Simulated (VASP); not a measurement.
## As2Pt (Sperrylite): relaxation of the atoms with PBEsol

The system is As2Pt (Sperrylite).

```xyz
12
Lattice="5.9829 0.0000 0.0000 0.0000 5.9829 0.0000 0.0000 0.0000 5.9829" Properties=species:S:1:pos:R:3 pbc="T T T"
As    2.2908    2.2908    2.2908
As    0.7006    3.6921    5.2823
As    5.2823    0.7006    3.6921
As    3.6921    5.2823    0.7006
As    3.6921    3.6921    3.6921
As    5.2823    2.2908    0.7006
As    0.7006    5.2823    2.2908
As    2.2908    0.7006    5.2823
Pt    0.0000    0.0000    0.0000
Pt    2.9914    0.0000    2.9914
Pt    2.9914    2.9914    0.0000
Pt    0.0000    2.9914    2.9914
```

```
Program                : VASP 6.6.1
Task                   : relaxation of the atoms
Functional             : PBEsol
Potentials or basis    : VASP PAW PBE potentials, release 64 (As, Pt)
Cutoff                 : 600 eV
k mesh                 : 6 × 6 × 6
Occupations            : gaussian, width 0.03 eV
Spin                   : no spin polarisation
Further INCAR settings : ALGO = Normal; EDIFF = 1e-07; IBRION = 2; EDIFFG = -0.01; NSW = 40
```

```
Pressure after relaxing : 0.0 GPa
Band gap on the k mesh  : 0.26 eV, indirect (least direct gap 1.00 eV)
```

Forces in eV/Å, atoms in the order of the input:
```
As  -0.001 -0.001 -0.001
As   0.001  0.001 -0.001
As  -0.001  0.001  0.001
As   0.001 -0.001  0.001
As   0.001  0.001  0.001
As  -0.001 -0.001  0.001
As   0.001 -0.001 -0.001
As  -0.001  0.001 -0.001
Pt   0.000  0.000  0.000
Pt   0.000  0.000  0.000
Pt   0.000  0.000  0.000
Pt   0.000  0.000  0.000
```

Final structure:
```cif
data_structure
_symmetry_space_group_name_H-M 'P 1'
_symmetry_Int_Tables_number 1
_cell_length_a 5.9829
_cell_length_b 5.9829
_cell_length_c 5.9829
_cell_angle_alpha 90.000
_cell_angle_beta 90.000
_cell_angle_gamma 90.000
_cell_volume 214.16
loop_
_atom_site_label
_atom_site_type_symbol
_atom_site_fract_x
_atom_site_fract_y
_atom_site_fract_z
_atom_site_occupancy
As1 As 0.38289 0.38289 0.38289 1
As2 As 0.11711 0.61711 0.88289 1
As3 As 0.88289 0.11711 0.61711 1
As4 As 0.61711 0.88289 0.11711 1
As5 As 0.61711 0.61711 0.61711 1
As6 As 0.88289 0.38289 0.11711 1
As7 As 0.11711 0.88289 0.38289 1
As8 As 0.38289 0.11711 0.88289 1
Pt1 Pt 0.00000 0.00000 0.00000 1
Pt2 Pt 0.50000 0.00000 0.50000 1
Pt3 Pt 0.50000 0.50000 0.00000 1
Pt4 Pt 0.00000 0.50000 0.50000 1
```

Levels at points of the mesh, in eV from the valence-band top:
```csv
k point,band 36,band 37,band 38,band 39,band 40,band 41,band 42,band 43,band 44,band 45
"(0.00, 0.00, 0.00)",-2.46,-2.46,-0.97,-0.97,-0.97,0.65,0.65,0.65,1.56,4.02
"(0.50, 0.00, 0.00)",-1.93,-1.25,-1.25,-0.83,-0.83,1.47,1.47,1.65,1.65,2.71
"(0.50, 0.50, 0.00)",-2.01,-0.59,-0.59,-0.59,-0.59,1.96,1.96,1.96,1.96,2.19
"(0.50, 0.50, 0.50)",-1.11,-0.74,-0.74,-0.74,-0.74,0.26,0.26,0.26,0.26,2.95
```

It took 51 s on 4 MPI ranks on Intel(R) Xeon(R) 6975P-C (Granite Rapids), on a shared host, peak memory 0.47 GiB a rank.

Caveat: the relaxation stopped at its first step, so nothing moved; the PAW data sets were made with another functional, which shifts forces and pressure a little; spin-orbit coupling is left out, which moves the levels of the heavy elements. Expect the measured gap to be larger: semilocal functionals such as PBEsol lack the derivative discontinuity.
